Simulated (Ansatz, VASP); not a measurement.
## One calculation of Si, two programs

```
Si
1.0
     0.00000    2.66004    2.66004
     2.66004    0.00000    2.66004
     2.66004    2.66004    0.00000
Si
2
Direct
  0.50000 0.50000 0.50000
  0.75000 0.75000 0.75000
```

Change from the starting cell: volume scaled by 0.94.

Alike in both runs: task single point; functional LDA; k mesh 11 × 11 × 11; occupations fermi-dirac, width 0.08 eV; no spin polarisation.

|  | VASP | Ansatz |
| --- | --- | --- |
| version | VASP 6.6.1 | Ansatz 0.2.0 |
| potentials or method | VASP PAW LDA potentials, release 64 (Si), cutoff 520 eV | all-electron LAPW, scalar-relativistic |

|  | VASP | Ansatz | Ansatz less VASP |
| --- | --- | --- | --- |
| pressure (GPa) | 4.9 | 4.8 | -0.14 |

Ansatz ran all-electron here, so the differences hold the error of VASP's frozen core and of both bases.
